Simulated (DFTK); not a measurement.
Input of a DFTK 0.8.2 run:

Contents of run.jl:

```julia
using DFTK
using PseudoPotentialData
using Unitful, UnitfulAtomic
using LinearAlgebra, Printf
include("save.jl")
disable_threading()

# lattice vectors are the columns
lattice = austrip(1u"Å") * [           0.0       2.211323       2.211323;
                 2.211323            0.0       2.211323;
                 2.211323       2.211323            0.0]
symbols   = [:Ta, :N]
positions = [[0.5, 0.5, 0.5],
             [0.0, 0.0, 0.0]]
pseudopotentials = PseudoFamily("dojo.nc.sr.pbe.v0_4_1.standard.upf")
elements = Dict(s => ElementPsp(s, pseudopotentials) for s in unique(symbols))
atoms    = [elements[s] for s in symbols]

build_model(lattice, positions; symmetries=true) =
    model_DFT(lattice, atoms, positions;
              functionals=PBE(),
              temperature=austrip(0.05u"eV"),
              smearing=Smearing.FermiDirac(),
              symmetries)
Ecut  = 42.0  # hartree
kgrid = [10, 10, 10]
tol   = 1e-6
to_GPa = ustrip(uconvert(u"GPa", 1u"hartree/bohr^3"))

model = build_model(lattice, positions)
basis = PlaneWaveBasis(model; Ecut, kgrid)
display(basis)
scfres = self_consistent_field(basis;
                               tol,
                               nbandsalg=AdaptiveBands(model; n_bands_converge=14))
display(scfres.energies)
@printf "Fermi level: %.6f eV\n" ustrip(auconvert(u"eV", something(scfres.εF, NaN)))
forces = compute_forces_cart(scfres)
println("Forces (eV/Å)")
for (s, f) in zip(symbols, forces)
    @printf "%-3s %12.6f %12.6f %12.6f\n" s ustrip.(auconvert.(u"eV/Å", f))...
end
stress = compute_stresses_cart(scfres)
println("Stress (GPa)")
display(round.(stress * to_GPa; digits=4))
println("Levels at the first k-point (eV): ", round.(ustrip.(auconvert.(u"eV", scfres.eigenvalues[1][1:scfres.n_bands_converge])); digits=4))
save_scf!(scfres; forces, stress)
```

Potentials or basis: dojo.nc.sr.pbe.v0_4_1.standard.upf (PBE).

Launch:

```console
$ julia --threads=1 run.jl  # save.jl only writes the numbers to a file and isn't shown; printed stress counts tension as positive; times include loading and compiling
```

Question: Estimate the band gap on the k mesh.

Answer: None (metal or under the smearing width).

Question: What does it give for the pressure?

Answer: -1.6 GPa.

The run has no spin-orbit coupling, so splittings on Ta are missing.
